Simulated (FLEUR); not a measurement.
# Si2W (I4/mmm) in FLEUR: convergence with Kmax

Aim: find how far Kmax must go before the results for Si2W settle, at PBEsol. This setting moves, with any that are tied to it; all else stays.

Program: FLEUR MaX-R8.1 (later development tree). These are calculated values, not measurements. Logs are shortened: lines on timing, memory, paths and dates and some standing lists are left out, and cuts for length are marked.

**1. The crystal as given**

Symmetry: I4/mmm, No. 139, tetragonal system. Conventional cell: a = 3.214 Å, b = 3.214 Å, c = 7.830 Å, α = 90.00°, β = 90.00°, γ = 90.00°. Around W (site symmetry 4/mmm) lie 10 Si at 2.62 Å. Si (site symmetry 4mm) is surrounded by 5 Si at 2.59 to 2.63 Å and 5 W at 2.62 Å.

**2. With Kmax 2.6**

Contents of inp.xml:

```xml
<?xml version="1.0" encoding="UTF-8" standalone="no"?>
<fleurInput fleurInputVersion="0.39">
   <comment>
      Si2W                                                                                                
   </comment>
   <calculationSetup>
      <cutoffs Kmax="2.6" Gmax="16.5" GmaxXC="16.5" numbands="0"/>
      <scfLoop itmax="60" minDistance="0.00001" maxIterBroyd="15" imix="Anderson" alpha="0.05" precondParam="0.0" spinf="2.0" sdNocoIR="T"/>
      <coreElectrons ctail="T" frcor="F" kcrel="0" coretail_lmax="0"/>
      <xcFunctional name="PBEs" relativisticCorrections="F"/>
      <magnetism jspins="1"/>
      <soc l_soc="F" theta="0.0" phi="0.0" spav="F"/>
      <expertModes spex="0" secvar="F"/>
      <geometryOptimization l_f="T" forcealpha="1.0" forcemix="BFGS" epsdisp="0.0005" epsforce="0.0002"/>
      <ldaU l_linMix="F" mixParam="0.05" spinf="1.0"/>
   </calculationSetup>
   <cell>
      <bzIntegration valenceElectrons="52.0" mode="hist" fermiSmearingEnergy="0.00183747">
         <kPointListSelection listName="default-1"/>
         <!-- k-points included here -->
         <xi:include xmlns:xi="http://www.w3.org/2001/XInclude" href="kpts.xml"> </xi:include>
      </bzIntegration>
      <!-- symmetry operations included here -->
      <xi:include xmlns:xi="http://www.w3.org/2001/XInclude" href="sym.xml"> </xi:include>
      <bulkLattice scale="1.0">
         <bravaisMatrix>
            <row-1>   -3.0366009096197399     3.0366009096197399     7.3981832915027699</row-1>
            <row-2>    3.0366009096197399    -3.0366009096197399     7.3981832915027699</row-2>
            <row-3>    3.0366009096197399     3.0366009096197399    -7.3981832915027699</row-3>
         </bravaisMatrix>
      </bulkLattice>
   </cell>
   <atomSpecies>
      <species name="Tungsten (W)" element="W" atomicNumber="74">
         <mtSphere radius="2.29" gridPoints="763" logIncrement="0.017"/>
         <atomicCutoffs lmax="9" lnonsphr="9"/>
         <electronConfig flipSpins="F">
            <coreConfig>(1s1/2) (2s1/2) (2p1/2) (2p3/2) (3s1/2) (3p1/2) (3p3/2) (4s1/2) (3d3/2) (3d5/2) (4p1/2) (4p3/2) (4d3/2) (4d5/2)</coreConfig>
            <valenceConfig>(5s1/2) (5p1/2) (5p3/2) (6s1/2) (4f5/2) (4f7/2) (5d3/2) (5d5/2)</valenceConfig>
            <stateOccupation state="(5d3/2)" spinUp="0.800000" spinDown="0.800000"/>
            <stateOccupation state="(5d5/2)" spinUp="1.200000" spinDown="1.200000"/>
         </electronConfig>
         <energyParameters s="6" p="6" d="5" f="4"/>
         <lo type="SCLO" l="0" n="5" eDeriv="0"/>
         <lo type="SCLO" l="1" n="5" eDeriv="0"/>
         <lo type="SCLO" l="2" n="5" eDeriv="2"/>
         <lo type="SCLO" l="3" n="4" eDeriv="2"/>
      </species>
      <species name="Silicon (Si)" element="Si" atomicNumber="14">
         <mtSphere radius="2.24" gridPoints="751" logIncrement="0.015"/>
         <atomicCutoffs lmax="9" lnonsphr="9"/>
         <electronConfig flipSpins="F">
            <coreConfig>(1s1/2)</coreConfig>
            <valenceConfig>(2s1/2) (2p1/2) (2p3/2) (3s1/2) (3p1/2) (3p3/2)</valenceConfig>
            <stateOccupation state="(3p1/2)" spinUp="0.333333" spinDown="0.333333"/>
            <stateOccupation state="(3p3/2)" spinUp="0.666667" spinDown="0.666667"/>
         </electronConfig>
         <energyParameters s="3" p="3" d="3" f="4"/>
         <lo type="SCLO" l="0" n="2" eDeriv="0"/>
         <lo type="SCLO" l="1" n="2" eDeriv="0"/>
         <lo type="SCLO" l="2" n="3" eDeriv="2"/>
         <lo type="SCLO" l="3" n="4" eDeriv="2"/>
      </species>
   </atomSpecies>
   <atomGroups>
      <atomGroup species="Tungsten (W)">
         <relPos label="                   1">.0000000000 .0000000000 .0000000000</relPos>
         <force calculate="T" relaxXYZ="TTT"/>
      </atomGroup>
      <atomGroup species="Silicon (Si)">
         <relPos label="                   2">-.3347000000 -.3347000000 .0000000000</relPos>
         <relPos label="                   3">.3347000000 .3347000000 .0000000000</relPos>
         <force calculate="T" relaxXYZ="TTT"/>
      </atomGroup>
   </atomGroups>
   <output dos="F" band="F" slice="F">
      <checks vchk="F" cdinf="F"/>
      <bandDOS minEnergy="-.5*Htr" maxEnergy="0.5*Htr" sigma="0.015" storeEVData="T"/>
      <vacuumDOS vacdos="F" integ="F" star="F" nstars="0" locx1="0.0" locy1="0.0" locx2="0.0" locy2="0.0" nstm="0" tworkf="0.0"/>
      <unfoldingBand unfoldBand="F" supercellX="1" supercellY="1" supercellZ="1"/>
      <plotting iplot="0" polar="F">
         <plot TwoD="T" vec1="  1.0  0.0  0.0" vec2="  0.0  1.0  0.0" vec3="  0.0  0.0  1.0" zero="  0.0  0.0  0.0" file="plot"/>
      </plotting>
      <chargeDensitySlicing numkpt="0" minEigenval="0.0" maxEigenval="0.0" nnne="0" pallst="F"/>
      <specialOutput eonly="F"/>
      <moessbauerParams electricFieldGradient="T" isomerShift="T" coreHyperfine="T" valenceHyperfine="T"/>
      <magneticCircularDichroism mcd="F" energyLo="-10.0" energyUp="0.0"/>
   </output>
  <!-- We include the file relax.xml here to enable relaxations (see documentation) -->
  <xi:include xmlns:xi="http://www.w3.org/2001/XInclude" href="relax.xml"> <xi:fallback/> </xi:include>
</fleurInput>
```

Contents of crystal.txt:

```
Si2W
&input cartesian=F /
-1.6069000000  1.6069000000  3.9149500000
1.6069000000  -1.6069000000  3.9149500000
1.6069000000  1.6069000000  -3.9149500000
1.8897261246
1.0 1.0 1.0

3
74 0.0000000000  0.0000000000  0.0000000000
14 0.6653000000  0.6653000000  0.0000000000
14 0.3347000000  0.3347000000  0.0000000000

&kpt div1=10 div2=10 div3=10 gamma=T /
```

Potentials or basis: all-electron, FLAPW.

Run with:

```bash
inpgen -f crystal.txt -profile fastHighL
# inp.xml edited to the form shown
fleur_MPI
```

Run time: 1.9 min. Hardware: 1 thread of Arm Neoverse V2, shared host; peak memory 0.09 GiB.

Results:

```yaml
Free_energy: -455527.5929 eV
Largest_force: 0.018 eV/Å
Band_gap_on_the_k_mesh: none (metal or under the smearing width)
Valence_electrons_inside_the_program's_atomic_spheres: W 25.20; Si 10.48 (radii W 2.29, Si 2.24 bohr)
```

**3. With Kmax 3**

Edit inp.xml of step 2 so:

```diff
@@ -6,3 +6,3 @@
    <calculationSetup>
-      <cutoffs Kmax="2.6" Gmax="16.5" GmaxXC="16.5" numbands="0"/>
+      <cutoffs Kmax="3.0" Gmax="16.5" GmaxXC="16.5" numbands="0"/>
       <scfLoop itmax="60" minDistance="0.00001" maxIterBroyd="15" imix="Anderson" alpha="0.05" precondParam="0.0" spinf="2.0" sdNocoIR="T"/>
```

crystal.txt is that of step 2.

Potentials or basis: all-electron, FLAPW.

Run with:

```bash
inpgen -f crystal.txt -profile fastHighL
# inp.xml edited to the form shown
fleur_MPI
```

Wall time 2 min (1 thread of Arm Neoverse V2, shared host); peak memory 0.09 GiB.

What came out:

| Property | Result |
| --- | --- |
| Free energy | -455530.3098 eV |
| Largest force | 0.006 eV/Å |
| Band gap on the k mesh | none (metal or under the smearing width) |
| Valence electrons inside the program's atomic spheres | W 25.32; Si 10.49 (radii W 2.29, Si 2.24 bohr) |

**4. With Kmax 3.4**

Edit inp.xml of step 3 so:

```diff
@@ -6,3 +6,3 @@
    <calculationSetup>
-      <cutoffs Kmax="3.0" Gmax="16.5" GmaxXC="16.5" numbands="0"/>
+      <cutoffs Kmax="3.4" Gmax="16.5" GmaxXC="16.5" numbands="0"/>
       <scfLoop itmax="60" minDistance="0.00001" maxIterBroyd="15" imix="Anderson" alpha="0.05" precondParam="0.0" spinf="2.0" sdNocoIR="T"/>
```

crystal.txt is that of step 3.

Run with:

```bash
inpgen -f crystal.txt -profile fastHighL
# inp.xml edited to the form shown
fleur_MPI
```

It took 2.4 min on 1 thread of Arm Neoverse V2, shared host; peak memory 0.09 GiB.

What came out:

```yaml
Free_energy: -455531.1420 eV
Largest_force: 0.009 eV/Å
Band_gap_on_the_k_mesh: none (metal or under the smearing width)
Valence_electrons_inside_the_program's_atomic_spheres: W 25.36; Si 10.49 (radii W 2.29, Si 2.24 bohr)
```

**5. With Kmax 3.8**

Edit inp.xml of step 4 so:

```diff
@@ -6,3 +6,3 @@
    <calculationSetup>
-      <cutoffs Kmax="3.4" Gmax="16.5" GmaxXC="16.5" numbands="0"/>
+      <cutoffs Kmax="3.8" Gmax="16.5" GmaxXC="16.5" numbands="0"/>
       <scfLoop itmax="60" minDistance="0.00001" maxIterBroyd="15" imix="Anderson" alpha="0.05" precondParam="0.0" spinf="2.0" sdNocoIR="T"/>
```

crystal.txt is that of step 4.

Run with:

```bash
inpgen -f crystal.txt -profile fastHighL
# inp.xml edited to the form shown
fleur_MPI
```

Run time: 2.8 min. Hardware: 1 thread of Arm Neoverse V2, shared host; peak memory 0.09 GiB.

What came out:

```yaml
Free_energy: -455531.4098 eV
Largest_force: 0.004 eV/Å
Band_gap_on_the_k_mesh: none (metal or under the smearing width)
Valence_electrons_inside_the_program's_atomic_spheres: W 25.38; Si 10.49 (radii W 2.29, Si 2.24 bohr)
```

**6. With Kmax 4.2**

Edit inp.xml of step 5 so:

```diff
@@ -6,3 +6,3 @@
    <calculationSetup>
-      <cutoffs Kmax="3.8" Gmax="16.5" GmaxXC="16.5" numbands="0"/>
+      <cutoffs Kmax="4.2" Gmax="16.5" GmaxXC="16.5" numbands="0"/>
       <scfLoop itmax="60" minDistance="0.00001" maxIterBroyd="15" imix="Anderson" alpha="0.05" precondParam="0.0" spinf="2.0" sdNocoIR="T"/>
```

crystal.txt is that of step 5.

Potentials or basis: all-electron, FLAPW.

Run with:

```bash
inpgen -f crystal.txt -profile fastHighL
# inp.xml edited to the form shown
fleur_MPI
```

Run time: 3.6 min. Hardware: 1 thread of Arm Neoverse V2, shared host; peak memory 0.1 GiB.

What came out:

* Free energy: -455531.4851 eV
* Largest force: 0.004 eV/Å
* Band gap on the k mesh: none (metal or under the smearing width)
* Valence electrons inside the program's atomic spheres: W 25.38; Si 10.49 (radii W 2.29, Si 2.24 bohr)

**7. With Kmax 4.6**

Edit inp.xml of step 6 so:

```diff
@@ -6,3 +6,3 @@
    <calculationSetup>
-      <cutoffs Kmax="4.2" Gmax="16.5" GmaxXC="16.5" numbands="0"/>
+      <cutoffs Kmax="4.6" Gmax="16.5" GmaxXC="16.5" numbands="0"/>
       <scfLoop itmax="60" minDistance="0.00001" maxIterBroyd="15" imix="Anderson" alpha="0.05" precondParam="0.0" spinf="2.0" sdNocoIR="T"/>
```

crystal.txt is that of step 6.

Run with:

```bash
inpgen -f crystal.txt -profile fastHighL
# inp.xml edited to the form shown
fleur_MPI
```

It took 4.9 min on 1 thread of Arm Neoverse V2, shared host; peak memory 0.1 GiB.

What came out:

| Quantity | Value |
| --- | --- |
| Free energy | -455531.5061 eV |
| Largest force | 0.004 eV/Å |
| Band gap on the k mesh | none (metal or under the smearing width) |
| Valence electrons inside the program's atomic spheres | W 25.38; Si 10.49 (radii W 2.29, Si 2.24 bohr) |

**8. With Kmax 5**

Edit inp.xml of step 7 so:

```diff
@@ -6,3 +6,3 @@
    <calculationSetup>
-      <cutoffs Kmax="4.6" Gmax="16.5" GmaxXC="16.5" numbands="0"/>
+      <cutoffs Kmax="5.0" Gmax="16.5" GmaxXC="16.5" numbands="0"/>
       <scfLoop itmax="60" minDistance="0.00001" maxIterBroyd="15" imix="Anderson" alpha="0.05" precondParam="0.0" spinf="2.0" sdNocoIR="T"/>
```

crystal.txt is that of step 7.

Run with:

```bash
inpgen -f crystal.txt -profile fastHighL
# inp.xml edited to the form shown
fleur_MPI
```

Wall time 6.4 min (1 thread of Arm Neoverse V2, shared host); peak memory 0.1 GiB.

What came out:

```
Free energy                                           : -455531.5117 eV
Largest force                                         : 0.004 eV/Å
Band gap on the k mesh                                : none (metal or under the smearing width)
Valence electrons inside the program's atomic spheres : W 25.38; Si 10.49 (radii W 2.29, Si 2.24 bohr)
```

**9. With Kmax 5.5**

Edit inp.xml of step 8 so:

```diff
@@ -6,3 +6,3 @@
    <calculationSetup>
-      <cutoffs Kmax="5.0" Gmax="16.5" GmaxXC="16.5" numbands="0"/>
+      <cutoffs Kmax="5.5" Gmax="16.5" GmaxXC="16.5" numbands="0"/>
       <scfLoop itmax="60" minDistance="0.00001" maxIterBroyd="15" imix="Anderson" alpha="0.05" precondParam="0.0" spinf="2.0" sdNocoIR="T"/>
```

crystal.txt is that of step 8.

Potentials or basis: all-electron, FLAPW.

Run with:

```bash
inpgen -f crystal.txt -profile fastHighL
# inp.xml edited to the form shown
fleur_MPI
```

Output:

```text
Welcome to FLEUR        (www.flapw.de)
      MaX-Release 8.1          (www.max-centre.eu)

 ========== k-point set info ==========
 Selected k-point list: default-1
 k-point list type: mesh
 10 x 10 x 10
 Number of k points: 102

 ------------Calculation Setup---------------------------
 Number of MPI-tasks      :            1
 Number of PE/node        :            1
 Number of OMP-threads    :            1
 Most efficient MPI parallelization for:
           1           2           3           6          17          34          51         102
 Additional eigenvalue parallelization possible
 Number of basis functions:          871
 Approximate size of matrices (H+S) per k-point:         0.011 GB
 --------------------------------------------------------
 Iteration:     1   Distance:       9.54578355 me/bohr^3
 Iteration:     2   Distance:       8.79995248 me/bohr^3
 Iteration:     3   Distance:       4.23556786 me/bohr^3
 Iteration:     4   Distance:       1.06144244 me/bohr^3
 Iteration:     5   Distance:       0.87238264 me/bohr^3
 Iteration:     6   Distance:       0.42456721 me/bohr^3
 Iteration:     7   Distance:       0.08728553 me/bohr^3
 Iteration:     8   Distance:       0.08093959 me/bohr^3
 Iteration:     9   Distance:       0.02170925 me/bohr^3
 Iteration:    10   Distance:       0.00614115 me/bohr^3
 Iteration:    11   Distance:       0.00398904 me/bohr^3
 Iteration:    12   Distance:       0.00103264 me/bohr^3
 Iteration:    13   Distance:       0.00104412 me/bohr^3
 Iteration:    14   Distance:       0.00006263 me/bohr^3
 Iteration:    15   Distance:       0.00000441 me/bohr^3

 ********************************************************************
 Run finished successfully
 Stop message:
   Structural relaxation: Done
 ********************************************************************
```

out.xml (last iteration):

```text
<iteration numberForCurrentRun="   16" overallNumber="   16">
         <energyParameters units="Htr">
            <atomicEP atomType="1" spin="1" branch="6s" branchLowest="-2.10" branchHighest="2.82" value="0.2663834674"/>
            <atomicEP atomType="1" spin="1" branch="6p" branchLowest="-0.69" branchHighest="3.92" value="0.3968704792"/>
            <atomicEP atomType="1" spin="1" branch="5d" branchLowest="-7.97" branchHighest="1.16" value="0.4362431329"/>
            <atomicEP atomType="1" spin="1" branch="4f" branchLowest="-9.99" branchHighest="-0.45" value="-0.4225868047"/>
            <loAtomicEP atomType="1" spin="1" branch="5s" branchLowest="-20.12" branchHighest="-2.10" value="-2.1383547731"/>
            <loAtomicEP atomType="1" spin="1" branch="5p" branchLowest="-14.75" branchHighest="-0.69" value="-0.8523368074"/>
            <loAtomicEP atomType="1" spin="1" branch="5d" branchLowest="-7.97" branchHighest="1.16" value="0.4330150105"/>
            <loAtomicEP atomType="1" spin="1" branch="4f" branchLowest="-9.99" branchHighest="-0.45" value="-0.4500271252"/>
            <atomicEP atomType="2" spin="1" branch="3s" branchLowest="-4.36" branchHighest="1.23" value="0.2132656285"/>
            <atomicEP atomType="2" spin="1" branch="3p" branchLowest="-2.75" branchHighest="1.70" value="0.4005628269"/>
            <atomicEP atomType="2" spin="1" branch="3d" branchLowest="-9.99" branchHighest="2.14" value="0.5970804042"/>
            <atomicEP atomType="2" spin="1" branch="4f" branchLowest="-9.99" branchHighest="4.12" value="0.7656039787"/>
            <loAtomicEP atomType="2" spin="1" branch="2s" branchLowest="-64.74" branchHighest="-4.36" value="-4.3568928194"/>
            <loAtomicEP atomType="2" spin="1" branch="2p" branchLowest="-9.99" branchHighest="-2.75" value="-2.7504682698"/>
            <loAtomicEP atomType="2" spin="1" branch="3d" branchLowest="-9.99" branchHighest="2.14" value="0.5970792684"/>
            <loAtomicEP atomType="2" spin="1" branch="4f" branchLowest="-9.99" branchHighest="4.12" value="0.7656060671"/>
         </energyParameters>
         <eigenvalues>
            <eigenvaluesAt spin="1" ikpt="1" k_x="0.00000000" k_y="0.00000000" k_z="0.00000000">
                      -4.3569271861       -4.3568584592       -2.7506318137       -2.7506318137       -2.7504698937
                      -2.7504698937       -2.7502369239       -2.7499609624       -2.1383831871       -0.8249758032
                      -0.8240808882       -0.8240808882       -0.4586804293       -0.4586804293       -0.4573394660
                      -0.4571446000       -0.4566337034       -0.4566337034       -0.4562548607        0.0560654492
                       0.3209815831        0.4364581600        0.4497245934        0.4685688548        0.4685688548
                       0.5953332333        0.6748099092        0.6802807289        0.6866299705        0.6866299705
                       0.7423482873        0.7825970332        0.7825970332        0.8904913246        1.0769966688
                       1.0996479628        1.1098622576        1.1098622576        1.1558270531        1.1836346620
            </eigenvaluesAt>
            <eigenvaluesAt spin="1" ikpt="2" k_x="0.00000000" k_y="0.00000000" k_z="0.10000000">
                      -4.3569245817       -4.3568607914       -2.7506350230       -2.7506165939       -2.7504951257
                      -2.7504692908       -2.7502264801       -2.7499636992       -2.1383310647       -0.8248297219
[... 63 lines left out ...]
            <coreIsomerShift atomType="1" isTotal="1514958.91821">
               <shell n="1" l="0" isomerShift="1267973.63339"/>
               <shell n="2" l="0" isomerShift="181544.49081"/>
               <shell n="2" l="1" isomerShift="11075.73891"/>
               <shell n="3" l="0" isomerShift="40801.73783"/>
               <shell n="3" l="1" isomerShift="2781.48989"/>
               <shell n="4" l="0" isomerShift="10108.09423"/>
               <shell n="3" l="2" isomerShift="0.00108"/>
               <shell n="4" l="1" isomerShift="673.73179"/>
               <shell n="4" l="2" isomerShift="0.00027"/>
            </coreIsomerShift>
            <coreIsomerShift atomType="2" isTotal="1769.30428">
               <shell n="1" l="0" isomerShift="1769.30428"/>
            </coreIsomerShift>
            <isomerShift atomType="1" nucleusRadius="0.0001343" averageDensity="1516825.07054"/>
            <isomerShift atomType="2" nucleusRadius="0.0000718" averageDensity="1901.86739"/>
            <electricFieldGradient atomType="1" VXX="0.78651" VYY="0.78651" VZZ="-1.57303" asymParam="0.00000">
            </electricFieldGradient>
            <electricFieldGradient atomType="2" VXX="0.04713" VYY="0.04713" VZZ="-0.09426" asymParam="0.00000">
            </electricFieldGradient>
         </moessbauerParams>
         <totalEnergy                                    value="   -16740.4742293746" units="Htr">
            <sumOfEigenvalues                            value="   -10188.0460145343">
               <coreElectrons value="-10127.3396276462"/>
               <valenceElectrons value="-60.7063868881"/>
            </sumOfEigenvalues>
            <densityCoulombPotentialIntegral value="-28502.0370570822"/>
            <densityEffectivePotentialIntegral value="-28977.6165939620"/>
            <chargeDenXCDenIntegral value="-361.4760036170"/>
            <FockExchangeEnergyValence value="0.0000000000"/>
            <FockExchangeEnergyCore value="0.0000000000"/>
            <atomTypeDependentContributions atomType="1">
               <electronNucleiInteractionDifferentMTs value="20159.4713669665"/>
               <MadelungTerm value="-56.3096554264"/>
            </atomTypeDependentContributions>
            <atomTypeDependentContributions atomType="2">
               <electronNucleiInteractionDifferentMTs value="685.8891701352"/>
               <MadelungTerm value="-15.8800841161"/>
            </atomTypeDependentContributions>
            <tkbTimesEntropy value="0.0001236455"/>
            <freeEnergy value="-16740.4743530202"/>
            <extrapolationTo0K value="-16740.4742911974"/>
         </totalEnergy>
         <totalForcesOnRepresentativeAtoms units="Htr/bohr">
            <forceTotal atomType="1" x="0.000000" y="0.000000" z="0.000000" F_x="0.00000000" F_y="0.00000000" F_z="0.00000000"/>
            <forceTotal atomType="2" x="0.000000" y="0.000000" z="-4.952344" F_x="0.00000000" F_y="0.00000000" F_z="-0.00008021"/>
         </totalForcesOnRepresentativeAtoms>
      </iteration>
```

Run time: 10 min. Hardware: 1 thread of Arm Neoverse V2, shared host; peak memory 0.11 GiB.

Results:

* Free energy: -455531.5136 eV
* Largest force: 0.004 eV/Å
* Band gap on the k mesh: none (metal or under the smearing width)
* Valence electrons inside the program's atomic spheres: W 25.38; Si 10.49 (radii W 2.29, Si 2.24 bohr)

**10. Summary**

```csv
Kmax,"energy less the tightest run, at zero smearing (meV/atom)",largest force (eV/Å),SCF cycles,CPU time (s),peak memory (GiB)
2.6,1306.89,0.018,18,110,0.09
3,401.29,0.006,16,120,0.09
3.4,123.86,0.009,16,140,0.09
3.8,34.59,0.004,16,170,0.09
4.2,9.49,0.004,16,210,0.1
4.6,2.49,0.004,16,290,0.1
5,0.62,0.004,16,380,0.1
5.5,0.00,0.004,16,600,0.11
```

Against the tightest run, the energy stays within 1 meV/atom from 5 on; the largest force stays within 0.005 eV/Å from 3 on. The tightest run that finished is the yardstick and may itself not be fully converged.
